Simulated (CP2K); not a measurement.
InP:

```xyz
2
Lattice="4.1444 0.0000 0.0000 2.0722 3.5891 0.0000 2.0722 1.1964 3.3838" Properties=species:S:1:pos:R:3 pbc="T T T"
In    0.0000    0.0000    0.0000
P     6.2165    3.5891    2.5379
```

Base run:

```yaml
Program: CP2K 2026.2
Functional: PBE
Dispersion: rVV10
Potentials_or_basis: POTENTIAL_UZH In GTH-PBE-q13, P GTH-PBE-q5; TZVP-MOLOPT-PBE-GTH basis
Density_cutoff: 6123 eV
k_mesh: 8 × 8 × 8
Occupations: fermi-dirac, width 0.05 eV
Spin: no spin polarisation
```

Its results: band gap on the k mesh 0.66 eV, direct; pressure 3.1 GPa.

Question: The run is repeated on the same cell with these changes: dispersion from rVV10 to D3(BJ). What comes out?

Answer: Band gap on the k mesh 0.69 eV, direct; pressure 1.7 GPa.

Caveats: spin-orbit coupling is left out, which moves the levels of the heavy elements; the basis of atomic orbitals isn't converged, which shifts pressures, moduli and gaps.

